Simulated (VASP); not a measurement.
# CdS (Greenockite) (P6_3mc) in VASP: settings compared

The runs below take CdS (Greenockite) through relaxation of cell and atoms, with optB86b-vdW, vdW-DF, optPBE-vdW.

All numbers are computed with VASP 6.6.1; they aren't measurements. Logs are shortened: lines on timing, memory, paths and dates and some standing lists are left out, and cuts for length are marked.

### Step 1. Starting point

It takes space group P6_3mc (No. 186, hexagonal). Conventional cell: a = 4.150 Å, b = 4.150 Å, c = 6.737 Å, α = 90.00°, β = 90.00°, γ = 120.00°. Cd (site symmetry 3m) is surrounded by 4 S at 2.53 to 2.54 Å. S (site symmetry 3m) has 4 Cd at 2.53 to 2.54 Å as nearest neighbours.

### Step 2. Relaxation of cell and atoms, optB86b-vdW

The input, INCAR:

```
AGGAC = 0.0 ; ALGO = Normal
EDIFF = 1E-6 ; EDIFFG = -0.01
ENCUT = 600 ; GGA = MK
IBRION = 2 ; ISIF = 3
ISMEAR = -1 ; LASPH = T
LCHARG = F ; LREAL = F
LUSE_VDW = T ; LWAVE = F
NELM = 60 ; NSW = 60
PARAM1 = 0.1234 ; PARAM2 = 1.0
PREC = Accurate ; SIGMA = 0.05
```

The input, KPOINTS:

```
k-points
0
Gamma
  7 7 4
```

The input, POSCAR:

```
CdS
1.0
    4.1500000000      0.0000000000      0.0000000000
   -2.0750000000      3.5940054257      0.0000000000
    0.0000000000      0.0000000000      6.7370000000
Cd S
2 2
Direct
    0.6666666667      0.3333333333      0.5000000000
    0.3333333333      0.6666666667      0.0000000000
    0.6666666667      0.3333333333      0.8750000000
    0.3333333333      0.6666666667      0.3750000000
```

Potentials or basis: VASP PAW PBE potentials, release 64 (Cd, S).

On the command line:

```console
cat potpaw_PBE.64/Cd/POTCAR potpaw_PBE.64/S/POTCAR > POTCAR
mpirun -np 1 vasp_std > vasp.out
```

OUTCAR:

```text
EDIFF = 1E-6
   EDIFFG = -0.01
   ENCUT = 600
   GGA = MK
   IBRION = 2
   ISIF = 3
   ISMEAR = -1
   LASPH = T
   LREAL = F
   NELM = 60
   NSW = 60
   PREC = Accurate

 ion  position               nearest neighbor table
   1  0.667  0.333  0.500-   3 2.53   4 2.54   4 2.54   4 2.54
   2  0.333  0.667  0.000-   4 2.53   3 2.54   3 2.54   3 2.54
   3  0.667  0.333  0.875-   1 2.53   2 2.54   2 2.54   2 2.54
   4  0.333  0.667  0.375-   2 2.53   1 2.54   1 2.54   1 2.54

  LATTYP: Found a hexagonal cell.
 ALAT       =     4.1500000000
 C/A-ratio  =     1.6233734940

  Lattice vectors:

 A1 = (   4.1500000000,   0.0000000000,   0.0000000000)
 A2 = (  -2.0750000000,   3.5940054257,   0.0000000000)
 A3 = (   0.0000000000,   0.0000000000,   6.7370000000)

Analysis of symmetry for initial positions (statically):
=====================================================================
 Subroutine PRICEL returns:
 Original cell was already a primitive cell.

 Routine SETGRP: Setting up the symmetry group for a
 hexagonal supercell.

 Subroutine GETGRP returns: Found 12 space group operations
 (whereof  6 operations were pure point group operations)
 out of a pool of 24 trial point group operations.

The static configuration has the point symmetry C_3v.
 The point group associated with its full space group is C_6v.

Analysis of symmetry for dynamics (positions and initial velocities):
=====================================================================
 Subroutine PRICEL returns:
 Original cell was already a primitive cell.

 Routine SETGRP: Setting up the symmetry group for a
 hexagonal supercell.

 Subroutine GETGRP returns: Found 12 space group operations
 (whereof  6 operations were pure point group operations)
 out of a pool of 24 trial point group operations.

The dynamic configuration has the point symmetry C_3v.
 The point group associated with its full space group is C_6v.

 Subroutine INISYM returns: Found 12 space group operations
 (whereof  6 operations are pure point group operations),
 and found     1 'primitive' translations

----------------------------------------------------------------------------------------

                                     Primitive cell

  volume of cell :     100.4832

  direct lattice vectors                    reciprocal lattice vectors
     4.150000000  0.000000000  0.000000000     0.240963855  0.139120547  0.000000000
    -2.075000000  3.594005426  0.000000000     0.000000000  0.278241094  0.000000000
     0.000000000  0.000000000  6.737000000     0.000000000  0.000000000  0.148434021

  length of vectors
     4.150000000  4.150000000  6.737000000     0.278241094  0.278241094  0.148434021

  position of ions in fractional coordinates (direct lattice)
     0.666666667  0.333333333  0.500000000
     0.333333333  0.666666667  0.000000000
     0.666666667  0.333333333  0.875000000
     0.333333333  0.666666667  0.375000000

  ion indices of the primitive-cell ions
   primitive index   ion index
                 1           1
                 2           2
                 3           3
                 4           4

----------------------------------------------------------------------------------------

 KPOINTS: k-points

Automatic generation of k-mesh.
 Grid dimensions read from file:
 generate k-points for:    7    7    4

 Generating k-lattice:

  Cartesian coordinates                     Fractional coordinates (reciprocal lattice)
     0.034423408  0.019874364  0.000000000     0.142857143  0.000000000  0.000000000
     0.000000000  0.039748728  0.000000000     0.000000000  0.142857143  0.000000000
     0.000000000  0.000000000  0.037108505     0.000000000  0.000000000  0.250000000

  Length of vectors
     0.039748728  0.039748728  0.037108505

  Shift w.r.t. Gamma in fractional coordinates (k-lattice)
     0.000000000  0.000000000  0.000000000

 Subroutine IBZKPT returns following result:
 ===========================================

 Found     24 irreducible k-points:

 Following reciprocal coordinates:
            Coordinates               Weight
  0.000000  0.000000  0.000000      1.000000
  0.142857 -0.000000  0.000000      6.000000
  0.285714 -0.000000  0.000000      6.000000
  0.428571 -0.000000  0.000000      6.000000
  0.142857  0.142857  0.000000      6.000000
  0.285714  0.142857  0.000000     12.000000
[... 16 lines left out ...]
  0.428571  0.142857  0.500000      6.000000
  0.285714  0.285714  0.500000      6.000000
   k-points           NKPTS =     24   k-points in BZ     NKDIM =     24   number of bands    NBANDS=     22
   number of dos      NEDOS =    301   number of ions     NIONS =      4
   total plane-waves  NPLWV =  69984
   dimension x,y,z NGX =    36 NGY =   36 NGZ =   54
   dimension x,y,z NGXF=    72 NGYF=   72 NGZF=  108
   ions per type =               2   2
   NGX,Y,Z   is equivalent  to a cutoff of  14.42, 14.42, 13.33 a.u.
   NGXF,Y,Z  is equivalent  to a cutoff of  28.84, 28.84, 26.65 a.u.
 SYSTEM =  unknown system
   PREC   = accura    normal or accurate (medium, high low for compatibility)
   ISTART =      0    job   : 0-new  1-cont  2-samecut
   ICHARG =      2    charge: 1-file 2-atom 10-const
   ISPIN  =      1    spin polarized calculation?
   LNONCOLLINEAR =      F non collinear calculations
   LSORBIT =      F    spin-orbit coupling
   LASPH  =      T    aspherical Exc in radial PAW
   ENCUT  =  600.0 eV  44.10 Ry    6.64 a.u.   8.29  8.29 13.46*2*pi/ulx,y,z
   NELM   =     60;   NELMIN=  2; NELMDL= -5     # of ELM steps
   EDIFF  = 0.1E-05   stopping-criterion for ELM
   LREAL  =      F    real-space projection
   EDIFFG = -.1E-01   stopping-criterion for IOM
   NSW    =     60    number of steps for IOM
   IBRION =      2    ionic relax: 0-MD 1-quasi-New 2-CG
   NFREE  =      1    steps in history (QN), initial steepest desc. (CG)
   ISIF   =      3    stress and relaxation
   ISYM   =      2    0-nonsym 1-usesym 2-fastsym
   POTIM  = 0.5000    time-step for ionic-motion
   TEBEG  =    0.0;   TEEND  =   0.0 temperature during run
   PSTRESS=    0.0 pullay stress
   NELECT =      36.0000    total number of electrons
   NUPDOWN=      -1.0000    fix difference up-down
   EMIN   =  10.00;   EMAX   =-10.00  energy-range for DOS
   EFERMI =   0.00;   METHOD = LEGACY
   ISMEAR =    -1;   SIGMA  =   0.05  broadening in eV -4-tet -1-fermi 0-gaus
   EFERMI_NEDOS =   21; number of points for ismear=-14 and -15
   IALGO  =     38    algorithm
   IMIX   =      4    mixing-type and parameters
     AMIX     =   0.40;   BMIX     =  1.00
     AMIX_MAG =   1.60;   BMIX_MAG =  1.00
  volume/ion in A,a.u.               =      25.12       169.52
  Fermi-wavevector in a.u.,A,eV,Ry     =   1.162727  2.197236 18.394190  1.351935
  Thomas-Fermi vector in A             =   2.299285
   LORBIT       =      0    0 simple, 1 ext, 2 COOP (PROOUT), +10 PAW based schemes
   GGA     = MK    functional components
   LHFCALC =     F    Hartree Fock is set to
   AEXX    =    0.0000 exact exchange contribution
   IVDW_NL    =     1    kernel type
   BPARAM     = 6.3000
   IVDW    =     0    specifies the selected vdW correction
   LEPSILON=     F    determine dielectric tensor
   LRPA    =     F    only Hartree local field effects (RPA)
 conjugate gradient relaxation of ions
 non-spin polarized calculation
  energy-cutoff  :      600.00
  volume of cell :      100.48
 maximum number of plane-waves:      3376
 NGX is ok and might be reduce to    36
   NGX = 17   NGY = 17   NGZ = 27

--------------------------------------- Ionic step        1  -------------------------------------------

 number of electron      36.0000008 magnetization

 Free energy of the ion-electron system (eV)
  ---------------------------------------------------
  ext. energy  EPLUGINS =         0.00000000
  ---------------------------------------------------
  free energy    TOTEN  =        -2.97503126 eV

  energy without entropy =       -2.97503085  energy(sigma->0) =       -2.97503106

------------------------ aborting loop because EDIFF is reached ----------------------------------------

  FORCE on cell =-STRESS in cart. coord.  units (eV):
  Direction    XX          YY          ZZ          XY          YZ          ZX
  --------------------------------------------------------------------------------------
  -------------------------------------------------------------------------------------
  Total        0.3888998      0.3888998      0.8392621      0.0000000      0.0000000      0.0000000
  in kB        6.2009029      6.2009029     13.3818088      0.0000000      0.0000000      0.0000000
  external PRESSURE =       8.5945382 kB  Pullay stress =       0.0000000 kB

 VOLUME and BASIS-vectors are now :
 -----------------------------------------------------------------------------
  energy-cutoff  :      600.00
  volume of cell :      100.48
      direct lattice vectors                 reciprocal lattice vectors
     4.150000000  0.000000000  0.000000000     0.240963855  0.139120547  0.000000000
    -2.075000000  3.594005426  0.000000000     0.000000000  0.278241094  0.000000000
     0.000000000  0.000000000  6.737000000     0.000000000  0.000000000  0.148434021

 POSITION                                       TOTAL-FORCE (eV/Angst)
 -----------------------------------------------------------------------------------
      2.07500      1.19800      3.36850        -0.000000     -0.000000     -0.065152
     -0.00000      2.39600      0.00000         0.000000      0.000000     -0.065152
      2.07500      1.19800      5.89487        -0.000000      0.000000      0.065152
     -0.00000      2.39600      2.52637         0.000000     -0.000000      0.065152
 -----------------------------------------------------------------------------------
    total drift:                               -0.000000      0.000000     -0.000754

  FREE ENERGIE OF THE ION-ELECTRON SYSTEM (eV)
  ---------------------------------------------------
  free  energy   TOTEN  =        -2.9750312629 eV
[... 28 lines left out ...]
 POSITION                                       TOTAL-FORCE (eV/Angst)
 -----------------------------------------------------------------------------------
      2.08473      1.20362      3.39942         0.000000      0.000000      0.007844
     -0.00000      2.40724      6.80202        -0.000000     -0.000000      0.007844
      2.08473      1.20362      5.95772        -0.000000     -0.000000     -0.007844
     -0.00000      2.40724      2.55512        -0.000000      0.000000     -0.007844
 -----------------------------------------------------------------------------------
    total drift:                               -0.000000      0.000000      0.000554

  FREE ENERGIE OF THE ION-ELECTRON SYSTEM (eV)
  ---------------------------------------------------
  free  energy   TOTEN  =        -2.9794147534 eV

  energy  without entropy=       -2.9794140811  energy(sigma->0) =       -2.97941442

Total vdW correction in eV:      7.2995493

--------------------------------------- Ionic step        3  -------------------------------------------

 number of electron      36.0000008 magnetization

 Free energy of the ion-electron system (eV)
  ---------------------------------------------------
  ext. energy  EPLUGINS =         0.00000000
  ---------------------------------------------------
  free energy    TOTEN  =        -2.97989092 eV

  energy without entropy =       -2.97989032  energy(sigma->0) =       -2.97989062

 E-fermi :   1.5514     XC(G=0):  -9.1644

 val. band max:        0.9938814773   @ k =   0.0000   0.0000   0.0000
 cond. band min:       2.0479220689   @ k =   0.0000   0.0000   0.0000
 fundamental gap:      1.0540405915
 Fermi energy:         1.5513596321

 k-point     1 :       0.0000    0.0000    0.0000
  band No.  band energies     occupation
      1     -11.2090      2.00000
      2     -10.7963      2.00000
      3      -6.6454      2.00000
      4      -6.6342      2.00000
      5      -6.6342      2.00000
      6      -6.5548      2.00000
[... 14 lines left out ...]
     21       7.4193      0.00000
     22       7.4193      0.00000

 k-point     2 :       0.1429   -0.0000    0.0000
  band No.  band energies     occupation
      1     -11.1407      2.00000
      2     -10.7665      2.00000
      3      -6.6226      2.00000
      4      -6.6075      2.00000
      5      -6.5837      2.00000
      6      -6.5228      2.00000
[... 577 lines left out ...]
 VOLUME and BASIS-vectors are now :
 -----------------------------------------------------------------------------
  energy-cutoff  :      600.00
  volume of cell :      101.97
      direct lattice vectors                 reciprocal lattice vectors
     4.164695623  0.000000000  0.000000000     0.240113586  0.138629643  0.000000000
    -2.082347811  3.606732208 -0.000000000     0.000000000  0.277259287  0.000000000
     0.000000000  0.000000000  6.788483295    -0.000000000  0.000000000  0.147308310

 POSITION                                       TOTAL-FORCE (eV/Angst)
 -----------------------------------------------------------------------------------
      2.08235      1.20224      3.39184        -0.000000      0.000000     -0.008411
     -0.00000      2.40449      6.78608         0.000000      0.000000     -0.008411
      2.08235      1.20224      5.94232        -0.000000      0.000000      0.008411
     -0.00000      2.40449      2.54808        -0.000000     -0.000000      0.008411
 -----------------------------------------------------------------------------------
    total drift:                               -0.000000      0.000000      0.000232

  FREE ENERGIE OF THE ION-ELECTRON SYSTEM (eV)
  ---------------------------------------------------
  free  energy   TOTEN  =        -2.9798909173 eV

  energy  without entropy=       -2.9798903206  energy(sigma->0) =       -2.97989062

Total vdW correction in eV:      7.2876923

 reached required accuracy - stopping structural energy minimisation
```

Wall time 3.2 min (1 thread of Intel Xeon 6975P-C (Granite Rapids), shared host); peak memory 0.64 GiB.

What came out:

```yaml
Free_energy: -2.9799 eV
Relaxed_volume: 25.49 Å³/atom
Relaxed_cell: a = 4.165 Å, b = 4.165 Å, c = 6.788 Å, α = 90.00°, β = 90.00°, γ = 120.00°
Space_group_after_relaxing_to_0.05_Å: P6_3mc (No. 186)
Energy_gained_by_relaxing: 1.2 meV/atom
Ionic_steps: 3
Pressure_after_relaxing: 0.0 GPa
Largest_force_after_relaxing: 0.008 eV/Å
Band_gap_on_the_k_mesh: 1.05 eV, direct
```

Forces on the atoms (eV/Å):
```
Cd   0.000  0.000 -0.008
Cd   0.000  0.000 -0.008
S    0.000  0.000  0.008
S    0.000  0.000  0.008
```

Step by step:
```
step  energy change (eV)  largest force (eV/Å)  pressure (GPa)  volume (Å³)
   1              0.0000                0.0652            0.86       100.48
   2             -0.0044                0.0078           -0.31       102.45
   3             -0.0049                0.0084           -0.01       101.97
```

Final structure:
```xyz
4
Lattice="4.1647 0.0000 0.0000 -2.0823 3.6067 0.0000 0.0000 0.0000 6.7885" Properties=species:S:1:pos:R:3 pbc="T T T"
Cd    2.0823    1.2022    3.3918
Cd    0.0000    2.4045    6.7861
S     2.0823    1.2022    5.9423
S     0.0000    2.4045    2.5481
```

Caveat: the PAW data sets were made with another functional, which shifts forces and pressure a little. Zero-point motion and thermal expansion aren't in these numbers.

### Step 3. Relaxation of cell and atoms, vdW-DF

The input, INCAR:

```
  PREC = Accurate
  ENCUT = 600
  EDIFF = 1E-7
  ISMEAR = -1
  SIGMA = 0.05
  LREAL = False
  LASPH = True
  NELM = 80
  ALGO = Normal
  ISIF = 3
  LWAVE = False
  LCHARG = False
  GGA = RE
  LUSE_VDW = True
  AGGAC = 0.0
  IBRION = 2
  NSW = 60
  EDIFFG = -0.005
```

The input, KPOINTS:

```
regular mesh
0
Gamma
  7 7 4
```

POSCAR is that of step 2.

Potentials or basis: VASP PAW PBE potentials, release 64 (Cd, S).

On the command line:

```console
cat potpaw_PBE.64/Cd/POTCAR potpaw_PBE.64/S/POTCAR > POTCAR
mpirun -np 1 vasp_std > vasp.out
```

Run time: 6.2 min. Hardware: 1 thread of Intel Xeon 6975P-C (Granite Rapids), shared host; peak memory 0.64 GiB.

Results (log left out):

* Free energy: -1.1988 eV
* Relaxed volume: 27.46 Å³/atom
* Relaxed cell: a = 4.268 Å, b = 4.268 Å, c = 6.964 Å, α = 90.00°, β = 90.00°, γ = 120.00°
* Space group after relaxing (to 0.05 Å): P6_3mc (No. 186)
* Energy gained by relaxing: 35.3 meV/atom
* Ionic steps: 5
* Pressure after relaxing: 0.0 GPa
* Band gap on the k mesh: 1.01 eV, direct

Step by step:
| step | energy change (eV) | largest force (eV/Å) | pressure (GPa) | volume (Å³) |
| --- | --- | --- | --- | --- |
| 1 | 0.0000 | 0.0667 | 5.20 | 100.48 |
| 2 | -0.1300 | 0.0062 | -1.18 | 112.81 |
| 3 | -0.1411 | 0.0033 | 0.02 | 109.83 |
| 4 | -0.1411 | 0.0026 | -0.06 | 110.02 |
| 5 | -0.1411 | 0.0001 | 0.01 | 109.86 |

Final structure:
```
Cd S
1.0
     4.26799    0.00000    0.00000
    -2.13399    3.69618    0.00000
     0.00000    0.00000    6.96384
Cd S
2 2
Direct
  0.66667 0.33333 0.49961
  0.33333 0.66667 0.99961
  0.66667 0.33333 0.87539
  0.33333 0.66667 0.37539
```

Levels at points of the mesh, in eV from the valence-band top:
```csv
k point,band 16,band 17,band 18,band 19,band 20,band 21
"(0.00, 0.00, 0.00)",-0.04,0.00,0.00,1.01,2.72,6.53
"(0.00, 0.00, 0.50)",-0.31,-0.31,-0.31,2.65,2.65,6.15
```

Caveat: the PAW data sets were made with another functional, which shifts forces and pressure a little. Zero-point motion and thermal expansion aren't in these numbers.

(Part 1 of 2 ends here.)
